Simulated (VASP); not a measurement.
# As (Pm-3m) in VASP: further runs, part 2 of 2

VASP 6.6.1.

### Step 3. Relaxation of the atoms, r2SCAN (cell strained at random at fixed volume)

Input file INCAR:

```
ALGO = Normal
EDIFF = 1E-7
EDIFFG = -0.005
ENCUT = 520
IBRION = 2
ISIF = 2
ISMEAR = 0
LASPH = True
LCHARG = False
LMIXTAU = True
LREAL = False
LWAVE = False
METAGGA = R2SCAN
NELM = 80
NSW = 40
PREC = Accurate
SIGMA = 0.05
```

Input file KPOINTS:

```
k-points
0
Gamma
  10 10 10
```

Input file POSCAR:

```
As
1.0
    2.6917340000      0.0559150000      0.0150720000
    0.0559150000      2.7371990000      0.0004130000
    0.0150720000      0.0004130000      2.6836520000
As
1
Direct
    0.5224580000      0.5104900000      0.5209080000
```

Potentials or basis: VASP PAW PBE potentials, release 64 (As).

Started as:

```console
cat potpaw_PBE.64/As/POTCAR > POTCAR
mpirun -np 1 vasp_std > vasp.out
```

OUTCAR:

```text
EDIFF = 1E-7
   EDIFFG = -0.005
   ENCUT = 520
   IBRION = 2
   ISIF = 2
   ISMEAR = 0
   LASPH = True
   LREAL = False
   METAGGA = R2SCAN
   NELM = 80
   NSW = 40
   PREC = Accurate

 ion  position               nearest neighbor table
   1  0.522  0.510  0.521-

  LATTYP: Found a triclinic cell.
 ALAT       =     2.6923568818
 B/A-ratio  =     1.0168674520
 C/A-ratio  =     0.9967825489
 COS(alpha) =     0.0004194121
 COS(beta)  =     0.0112160163
 COS(gamma) =     0.0411833923

  Lattice vectors:

 A1 = (   2.6917340000,   0.0559150000,   0.0150720000)
 A2 = (   0.0559150000,   2.7371990000,   0.0004130000)
 A3 = (   0.0150720000,   0.0004130000,   2.6836520000)

Analysis of symmetry for initial positions (statically):
=====================================================================
 Subroutine PRICEL returns:
 Original cell was already a primitive cell.

 Routine SETGRP: Setting up the symmetry group for a
 triclinic supercell.

 Subroutine GETGRP returns: Found  2 space group operations
 (whereof  1 operations were pure point group operations)
 out of a pool of  2 trial point group operations.

The static configuration has the point symmetry C_1 .
 The point group associated with its full space group is S_2 .

Analysis of symmetry for dynamics (positions and initial velocities):
[... 164 lines left out ...]
 fundamental gap:      0.0291757604
 Fermi energy:         5.7404553525

 k-point     1 :       0.0000    0.0000    0.0000
  band No.  band energies     occupation
      1      -9.8928      2.00000
      2       9.6863      0.00000
      3      10.3372      0.00000
      4      10.4383      0.00000
      5      14.5347      0.00000
      6      14.8453      0.00000
[... 199 lines left out ...]
 k-point    24 :      -0.3000    0.2000   -0.0000
  band No.  band energies     occupation
      1      -7.4023      2.00000
      2       2.4166      2.00000
      3       5.8710      0.00022
      4      12.4742      0.00000
      5      17.3198      0.00000
      6      18.7680      0.00000

 [... further k-points ...]

------------------------ aborting loop because EDIFF is reached ----------------------------------------

  FORCE on cell =-STRESS in cart. coord.  units (eV):
  Direction    XX          YY          ZZ          XY          YZ          ZX
  --------------------------------------------------------------------------------------
  -------------------------------------------------------------------------------------
  Total        0.1859275     -0.3231081      0.0953135     -0.1926587     -0.0127824     -0.0749959
  in kB       15.0725771    -26.1933927      7.7267776    -15.6182575     -1.0362313     -6.0796880
  external PRESSURE =      -1.1313460 kB  Pullay stress =       0.0000000 kB

 VOLUME and BASIS-vectors are now :
 -----------------------------------------------------------------------------
  energy-cutoff  :      520.00
  volume of cell :       19.76
      direct lattice vectors                 reciprocal lattice vectors
     2.691734000  0.055915000  0.015072000     0.371677129 -0.007592238 -0.002086255
     0.055915000  2.737199000  0.000413000    -0.007592238  0.365492069 -0.000013608
     0.015072000  0.000413000  2.683652000    -0.002086255 -0.000013608  0.372638274

 POSITION                                       TOTAL-FORCE (eV/Angst)
 -----------------------------------------------------------------------------------
      1.44271      1.42674      1.40602        -0.000000     -0.000000      0.000000
 -----------------------------------------------------------------------------------
    total drift:                               -0.000001      0.000001     -0.000004

  FREE ENERGIE OF THE ION-ELECTRON SYSTEM (eV)
  ---------------------------------------------------
  free  energy   TOTEN  =       -14.5658780693 eV

  energy  without entropy=      -14.5657282193  energy(sigma->0) =      -14.56580314

 reached required accuracy - stopping structural energy minimisation
```

OSZICAR:

```text
N       E                     dE             d eps       ncg     rms          rms(c)
DAV:   1     0.930675448143E+00    0.93068E+00   -0.21738E+03  6108   0.638E+02
DAV:   2    -0.150840358419E+02   -0.16015E+02   -0.15344E+02  8292   0.836E+01
DAV:   3    -0.153511724507E+02   -0.26714E+00   -0.26493E+00  6918   0.148E+01
DAV:   4    -0.153516374975E+02   -0.46505E-03   -0.46504E-03  9372   0.674E-01
DAV:   5    -0.153516376896E+02   -0.19205E-06   -0.19243E-06  7284   0.850E-03    0.231E+00
DAV:   6    -0.144624269284E+02    0.88921E+00   -0.17731E-01  7044   0.375E+00    0.142E+00
DAV:   7    -0.150648374921E+02   -0.60241E+00   -0.12908E-01  6636   0.337E+00    0.129E-01
DAV:   8    -0.145603503642E+02    0.50449E+00   -0.11708E-01  6678   0.312E+00    0.803E-02
DAV:   9    -0.145571599796E+02    0.31904E-02   -0.77496E-04  8424   0.317E-01    0.850E-02
DAV:  10    -0.145632068323E+02   -0.60469E-02   -0.19646E-03  6222   0.535E-01    0.677E-02
DAV:  11    -0.145655342373E+02   -0.23274E-02   -0.94560E-04  6108   0.441E-01    0.105E-01
DAV:  12    -0.145658339261E+02   -0.29969E-03   -0.13678E-04  6816   0.132E-01    0.112E-01
DAV:  13    -0.145658615681E+02   -0.27642E-04   -0.28172E-05  6948   0.582E-02    0.576E-02
DAV:  14    -0.145658762438E+02   -0.14676E-04   -0.14079E-05  6702   0.477E-02    0.143E-02
DAV:  15    -0.145658764805E+02   -0.23667E-06   -0.10290E-06  7050   0.132E-02    0.130E-02
DAV:  16    -0.145658780207E+02   -0.15401E-05   -0.11649E-06  6078   0.157E-02    0.548E-04
DAV:  17    -0.145658780693E+02   -0.48626E-07   -0.46441E-08  5766   0.319E-03
   1 F= -.14565878E+02 E0= -.14565803E+02  d E =-.145659E+02
```

Run time: 1.9 min. Hardware: 1 thread of Intel Xeon Platinum 8488C (Sapphire Rapids), shared host; peak memory 0.18 GiB.

What came out:

| Quantity | Value |
| --- | --- |
| Free energy | -14.5659 eV |
| Pressure after relaxing | -0.1 GPa |
| Band gap on the k mesh | none (metal or under the smearing width) |

Stress tensor (GPa, compression positive):
```
 1.51 -1.56 -0.61
-1.56 -2.62 -0.10
-0.61 -0.10  0.77
```

Final structure:
```
As
1.0
     2.69173    0.05591    0.01507
     0.05591    2.73720    0.00041
     0.01507    0.00041    2.68365
As
1
Cartesian
  1.4427 1.4267 1.4060
```

Levels at points of the mesh, in eV from the Fermi level:
| k point | band 1 | band 2 | band 3 | band 4 | band 5 | band 6 |
| --- | --- | --- | --- | --- | --- | --- |
| (0.00, 0.00, 0.00) | -15.63 | 3.95 | 4.60 | 4.70 | 8.79 | 9.10 |
| (0.50, 0.00, 0.00) | -12.25 | -7.20 | 6.39 | 7.15 | 11.55 | 14.88 |
| (0.00, 0.50, 0.00) | -12.53 | -7.16 | 6.77 | 6.96 | 11.57 | 15.29 |
| (0.50, 0.50, 0.00) | -8.98 | -4.84 | -4.17 | 2.96 | 9.30 | 17.34 |
| (0.00, 0.00, 0.50) | -12.21 | -7.22 | 6.46 | 7.12 | 11.66 | 15.01 |
| (0.50, 0.00, 0.50) | -8.60 | -4.53 | -4.35 | 3.00 | 8.80 | 16.74 |
| (0.00, 0.50, 0.50) | -8.91 | -4.66 | -4.33 | 2.94 | 9.19 | 17.01 |
| (0.50, 0.50, 0.50) | -4.90 | -2.27 | -2.09 | -1.56 | 6.05 | 6.52 |

Caveat: the relaxation stopped at its first step, so nothing moved; the PAW data sets were made with another functional, which shifts forces and pressure a little.
